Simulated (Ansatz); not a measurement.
# Vacancy on the S site of SiS₂

Level of theory: DFT, PBE, scalar-relativistic, no spin polarisation; plane waves to 420 eV with PAW datasets (Ansatz 0.2.0), Γ-centred 3×3×3 mesh, 0.05 eV Gaussian smearing; PAW files: Ansatz's generated set soft_2.

The chain of runs began from a cell as deposited in COD, expanded in volume. The relaxation kept the space group but changed the cell's proportions, one axis by 8 % at equal volume, so the results may not describe the measured structure.

One S atom is removed from a 1×2×1 supercell (12 sites) at the volume of the relaxed crystal; the cell stays neutral and its atoms are relaxed. The perfect supercell:

```yaml
crystal:
  lattice:
    - [-3.21519, 5.50073, 2.79606]
    - [6.43038, -11.00146, 5.59212]
    - [3.21519, 5.50073, -2.79606]
  atoms:
    - { symbol: Si, position: [0.75000, 0.37500, 0.00000] }
    - { symbol: Si, position: [0.25000, 0.12500, 0.00000] }
    - { symbol: S, position: [0.89544, 0.40999, 0.71541] }
    - { symbol: S, position: [0.10456, 0.09001, 0.28459] }
    - { symbol: S, position: [0.39544, 0.34001, 0.07546] }
    - { symbol: S, position: [0.60456, 0.15999, 0.92454] }
    - { symbol: Si, position: [0.75000, 0.87500, 0.00000] }
    - { symbol: Si, position: [0.25000, 0.62500, 0.00000] }
    - { symbol: S, position: [0.89544, 0.90999, 0.71541] }
    - { symbol: S, position: [0.10456, 0.59001, 0.28459] }
    - { symbol: S, position: [0.39544, 0.84001, 0.07546] }
    - { symbol: S, position: [0.60456, 0.65999, 0.92454] }
```

What does it cost to form the vacancy, with the atom put into elemental S in its standard state?

2.43 eV. So small a cell and so coarse a mesh can leave errors of tenths of an eV, and no charge states or corrections are included. The vacancy's nearest images are 7.0 Å away.

The relaxed cell with the vacancy (pressure -1.6 GPa against 0.0 GPa without it; gap 2.72 eV against 3.10 eV):

```
CELL_PARAMETERS angstrom
-3.21519 5.50073 2.79606
6.43038 -11.00146 5.59212
3.21519 5.50073 -2.79606
ATOMIC_POSITIONS crystal
Si 0.74292 0.37346 0.01681
Si 0.20239 0.09765 0.97274
S 0.90224 0.41722 0.73783
S 0.37638 0.32972 0.08863
S 0.58075 0.15202 0.93774
Si 0.77678 0.88458 0.97143
Si 0.26954 0.63655 0.01575
S 0.87285 0.89301 0.65733
S 0.11023 0.59266 0.29469
S 0.42988 0.85651 0.08996
S 0.63149 0.67660 0.93251
```

A hop into the vacancy was tried too, but its band gave no sound barrier (unconverged, held by symmetry or too near the vacancy's images), so it is left out.

Semilocal functionals underestimate band gaps, commonly by a third or more. The structure is built of weakly bound chains, and this functional has no dispersion term, so their spacing and all that hangs on it (volume, the soft elastic constants, low modes, dielectric constants) are poorly given.
